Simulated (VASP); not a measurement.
# KCl (Pm-3m) in VASP: a series of runs

Runs on KCl. Level: PBE. Tasks: single point.

Program: VASP 6.6.1. These are calculated values, not measurements. Logs are shortened: lines on timing, memory, paths and dates and some standing lists are left out, and cuts for length are marked.

### Step 1. The structure

Symmetry: Pm-3m, No. 221, cubic system. The conventional cell has a = 3.839 Å, b = 3.839 Å, c = 3.839 Å, α = 90.00°, β = 90.00°, γ = 90.00°. K (site symmetry m-3m) is surrounded by 8 Cl at 3.32 Å. Around Cl (site symmetry m-3m) lie 8 K at 3.32 Å.

Measurements of this composition are mostly on another form, of space group No. 225.

### Step 2. Single point, PBE

Input file INCAR:

```
SYSTEM = KCl
PREC = Accurate ; ENCUT = 1100
EDIFF = 1E-6 ; ISMEAR = 0
SIGMA = 0.05 ; LREAL = .False.
LASPH = .True. ; NELM = 100
ALGO = Normal ; ISIF = 2
LWAVE = .False. ; LCHARG = .False.
GGA = PE ; NBANDS = 15
ADDGRID = .False.
```

Input file KPOINTS:

```
regular mesh
0
Gamma
  2 2 2
  0 0 0
```

Input file POSCAR:

```
KCl
1.0
    3.8391960000      0.0000000000      0.0000000000
    0.0000000000      3.8391960000      0.0000000000
    0.0000000000      0.0000000000      3.8391960000
K Cl
1 1
Direct
    0.0000000000      0.0000000000      0.0000000000
    0.5000000000      0.5000000000      0.5000000000
```

Potentials or basis: VASP PAW PBE potentials, release 64 (K_sv, Cl_h).

Launch:

```
$ cat potpaw_PBE.64/K_sv/POTCAR potpaw_PBE.64/Cl_h/POTCAR > POTCAR
$ mpirun -np 1 vasp_std > vasp.out
```

OUTCAR:

```text
SYSTEM = KCl
   PREC = Accurate
   ENCUT = 1100
   EDIFF = 1E-6
   ISMEAR = 0
   LREAL = .False.
   LASPH = .True.
   NELM = 100
   ISIF = 2
   GGA = PE

 Found      4 irreducible k-points:

 Following reciprocal coordinates:
            Coordinates               Weight
  0.000000  0.000000  0.000000      1.000000
  0.500000  0.000000  0.000000      3.000000
  0.500000  0.500000  0.000000      3.000000
  0.500000  0.500000  0.500000      1.000000
   k-points           NKPTS =      4   k-points in BZ     NKDIM =      4   number of bands    NBANDS=     15
   number of dos      NEDOS =    301   number of ions     NIONS =      2
   total plane-waves  NPLWV =  74088
   dimension x,y,z NGX =    42 NGY =   42 NGZ =   42
   dimension x,y,z NGXF=    84 NGYF=   84 NGZF=   84
   ions per type =               1   1
   NGX,Y,Z   is equivalent  to a cutoff of  18.19, 18.19, 18.19 a.u.
   NGXF,Y,Z  is equivalent  to a cutoff of  36.37, 36.37, 36.37 a.u.
 SYSTEM =  KCl
   PREC   = accura    normal or accurate (medium, high low for compatibility)
   ISTART =      0    job   : 0-new  1-cont  2-samecut
   ICHARG =      2    charge: 1-file 2-atom 10-const
   ISPIN  =      1    spin polarized calculation?
   LNONCOLLINEAR =      F non collinear calculations
   LSORBIT =      F    spin-orbit coupling
   LASPH  =      T    aspherical Exc in radial PAW
   ENCUT  = 1100.0 eV  80.85 Ry    8.99 a.u.  10.38 10.38 10.38*2*pi/ulx,y,z
   NELM   =    100;   NELMIN=  2; NELMDL= -5     # of ELM steps
   EDIFF  = 0.1E-05   stopping-criterion for ELM
   LREAL  =      F    real-space projection
   EDIFFG = 0.1E-04   stopping-criterion for IOM
   NSW    =      0    number of steps for IOM
   IBRION =     -1    ionic relax: 0-MD 1-quasi-New 2-CG
   NFREE  =      0    steps in history (QN), initial steepest desc. (CG)
   ISIF   =      2    stress and relaxation
   ISYM   =      2    0-nonsym 1-usesym 2-fastsym
   POTIM  = 0.5000    time-step for ionic-motion
   TEBEG  =    0.0;   TEEND  =   0.0 temperature during run
   PSTRESS=    0.0 pullay stress
   NELECT =      16.0000    total number of electrons
   NUPDOWN=      -1.0000    fix difference up-down
   EMIN   =  10.00;   EMAX   =-10.00  energy-range for DOS
   EFERMI =   0.00;   METHOD = LEGACY
   ISMEAR =     0;   SIGMA  =   0.05  broadening in eV -4-tet -1-fermi 0-gaus
   EFERMI_NEDOS =   21; number of points for ismear=-14 and -15
   IALGO  =     38    algorithm
   IMIX   =      4    mixing-type and parameters
     AMIX     =   0.40;   BMIX     =  1.00
     AMIX_MAG =   1.60;   BMIX_MAG =  1.00
  volume/ion in A,a.u.               =      28.29       190.94
  Fermi-wavevector in a.u.,A,eV,Ry     =   1.074504  2.030517 15.708715  1.154558
  Thomas-Fermi vector in A             =   2.210334
   LORBIT       =      0    0 simple, 1 ext, 2 COOP (PROOUT), +10 PAW based schemes
   GGA     = PE    functional components
   LHFCALC =     F    Hartree Fock is set to
   AEXX    =    0.0000 exact exchange contribution
   IVDW    =     0    specifies the selected vdW correction
   LEPSILON=     F    determine dielectric tensor
   LRPA    =     F    only Hartree local field effects (RPA)
 non-spin polarized calculation
 Gauss-broadening in eV      SIGMA  =   0.05
  energy-cutoff  :     1100.00
  volume of cell :       56.59
 maximum number of plane-waves:      4700
 NGX is ok and might be reduce to    42
   NGX = 21   NGY = 21   NGZ = 21

 number of electron      16.0000001 magnetization

 Free energy of the ion-electron system (eV)
  ---------------------------------------------------
  ext. energy  EPLUGINS =         0.00000000
  ---------------------------------------------------
  free energy    TOTEN  =        -6.45239069 eV

  energy without entropy =       -6.45239069  energy(sigma->0) =       -6.45239069

 E-fermi :  -0.1952     XC(G=0):  -8.0574

 val. band max:       -0.4538111237   @ k =   0.5000   0.5000   0.0000
 cond. band min:       4.2486602160   @ k =   0.0000   0.0000   0.0000
 fundamental gap:      4.7024713397
 Fermi energy:        -0.1951744508

 k-point     1 :       0.0000    0.0000    0.0000
  band No.  band energies     occupation
      1     -28.7086      2.00000
      2     -13.0032      2.00000
      3     -12.0937      2.00000
      4     -12.0937      2.00000
      5     -12.0937      2.00000
      6      -0.6619      2.00000
      7      -0.6619      2.00000
      8      -0.6619      2.00000
      9       4.2487      0.00000
     10       5.9877      0.00000
     11       5.9877      0.00000
     12      10.0093      0.00000
     13      10.0093      0.00000
     14      10.0093      0.00000
     15      12.9904      0.00000

 k-point     2 :       0.5000    0.0000    0.0000
  band No.  band energies     occupation
      1     -28.6898      2.00000
      2     -13.2341      2.00000
      3     -12.0639      2.00000
      4     -12.0639      2.00000
      5     -11.8839      2.00000
      6      -2.2378      2.00000
      7      -0.6695      2.00000
      8      -0.6695      2.00000
      9       7.1586      0.00000
     10       7.3047      0.00000
     11       7.6931      0.00000
     12       9.5767      0.00000
     13       9.8756      0.00000
     14       9.8756      0.00000
     15      10.6019      0.00000

 k-point     3 :       0.5000    0.5000    0.0000
  band No.  band energies     occupation
      1     -28.6723      2.00000
      2     -12.7373      2.00000
      3     -12.3115      2.00000
      4     -12.3115      2.00000
      5     -12.0410      2.00000
      6      -1.6632      2.00000
      7      -1.6632      2.00000
      8      -0.4538      2.00000
      9       5.6006      0.00000
     10       6.7140      0.00000
     11       8.3284      0.00000
     12       8.3284      0.00000
     13      10.8034      0.00000
     14      10.8034      0.00000
     15      11.5010      0.00000

 k-point     4 :       0.5000    0.5000    0.5000
  band No.  band energies     occupation
      1     -28.6556      2.00000
      2     -12.5980      2.00000
      3     -12.2606      2.00000
      4     -12.2606      2.00000
      5     -12.2606      2.00000
      6      -1.7795      2.00000
      7      -1.7795      2.00000
      8      -1.7795      2.00000
      9       8.2259      0.00000
     10       8.2259      0.00000
     11       8.2259      0.00000
     12       9.3080      0.00000
     13       9.3080      0.00000
     14       9.3080      0.00000
     15      11.5897      0.00000

------------------------ aborting loop because EDIFF is reached ----------------------------------------

  FORCE on cell =-STRESS in cart. coord.  units (eV):
  Direction    XX          YY          ZZ          XY          YZ          ZX
  --------------------------------------------------------------------------------------
  -------------------------------------------------------------------------------------
  Total        0.4485659      0.4485659      0.4485659      0.0000000      0.0000000      0.0000000
  in kB       12.7003599     12.7003599     12.7003599      0.0000000      0.0000000      0.0000000
  external PRESSURE =      12.7003599 kB  Pullay stress =       0.0000000 kB

 VOLUME and BASIS-vectors are now :
 -----------------------------------------------------------------------------
  energy-cutoff  :     1100.00
  volume of cell :       56.59
      direct lattice vectors                 reciprocal lattice vectors
     3.839196000  0.000000000  0.000000000     0.260471203  0.000000000  0.000000000
     0.000000000  3.839196000  0.000000000     0.000000000  0.260471203  0.000000000
     0.000000000  0.000000000  3.839196000     0.000000000  0.000000000  0.260471203

 POSITION                                       TOTAL-FORCE (eV/Angst)
 -----------------------------------------------------------------------------------
      0.00000      0.00000      0.00000         0.000000      0.000000      0.000000
      1.91960      1.91960      1.91960         0.000000      0.000000      0.000000
 -----------------------------------------------------------------------------------
    total drift:                               -0.000000     -0.000000     -0.000000

  FREE ENERGIE OF THE ION-ELECTRON SYSTEM (eV)
  ---------------------------------------------------
  free  energy   TOTEN  =        -6.4523906889 eV

  energy  without entropy=       -6.4523906889  energy(sigma->0) =       -6.45239069
```

It took 9.5 s on 1 thread of Intel Xeon 6975P-C (Granite Rapids), shared host; peak memory 0.24 GiB.

These settings aren't checked as converged: the numbers below hold their error.

Results:

| Property | Result |
| --- | --- |
| Free energy | -6.4524 eV |
| Pressure | 1.3 GPa |
| Band gap on the k mesh | 4.70 eV, indirect (least direct gap 4.91 eV) |

Caveat: the k mesh is coarse (spacing up to 0.82 Å⁻¹), so the values aren't converged.

(Continued in part 2 of 2.)
